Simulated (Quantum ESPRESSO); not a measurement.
# MnS under changes of volume

One of the cells (17.667 Å³/atom); the others are scaled copies at fixed shape and fractional positions:

```
Mn S
1.0
     0.00000    2.60450    2.60450
     2.60450    0.00000    2.60450
     2.60450    2.60450    0.00000
Mn S
1 1
Direct
  0.00000 0.00000 0.00000
  0.50000 0.50000 0.50000
```

| Quantity | Value |
| --- | --- |
| Program | Quantum ESPRESSO 7.5 |
| Functional | r2SCAN |
| Potentials or basis | SG15 PBE 1.2 |
| Cutoff | 952 eV |
| Density cutoff | 3810 eV |
| k mesh | 6 × 6 × 6 |
| Occupations | fermi-dirac, width 0.05 eV |
| Spin | collinear spin, ferromagnetic start |
| Starting moments | [4.0, 0.0] μB |

| volume (Å³/atom) | energy over the lowest point (meV/atom) | moment (μB per cell) | gap on the mesh (eV) |
| --- | --- | --- | --- |
| 16.607 | 31.85 | 4.95 | none |
| 16.961 | 17.38 | 4.97 | none |
| 17.314 | 7.66 | 4.98 | none |
| 17.667 | 1.87 | 4.99 | 0.19 |
| 18.021 | 0.00 | 5.00 | 0.34 |
| 18.374 | 1.87 | 5.00 | 0.47 |
| 18.727 | ? | ? | ? |

Task: What does the run at 18.727 Å³/atom give?

Result: Energy over the lowest point 7.18 meV/atom; moment 5.00 μB per cell; gap on the mesh 0.60 eV.

Worked out: A Birch-Murnaghan fit of order 3 (a polynomial in V^(-2/3)) to the other rows has its minimum at 18.02 Å³/atom with B0 = V·E''(V) = 84 GPa (rough, since the energies scatter). It gives 7.04 meV/atom at 18.727 Å³/atom, against the run's 7.18. A straight line through the other rows of the moment, of slope 0.0283 μB per Å³/atom, extrapolates to 5.02 μB, against the run's 5.00.

Energies are extrapolated to zero smearing.

Caveats: the potentials were made for another functional, which shifts forces and pressure; a cell with one magnetic atom can't hold antiferromagnetic order, which such compounds often take; semilocal functionals often make such compounds metallic where correlation or magnetic order opens a gap, which also shifts bond lengths (some runs).

A mesh can miss the band edges.

A gap of «none» marks a metal or a gap under the smearing width.
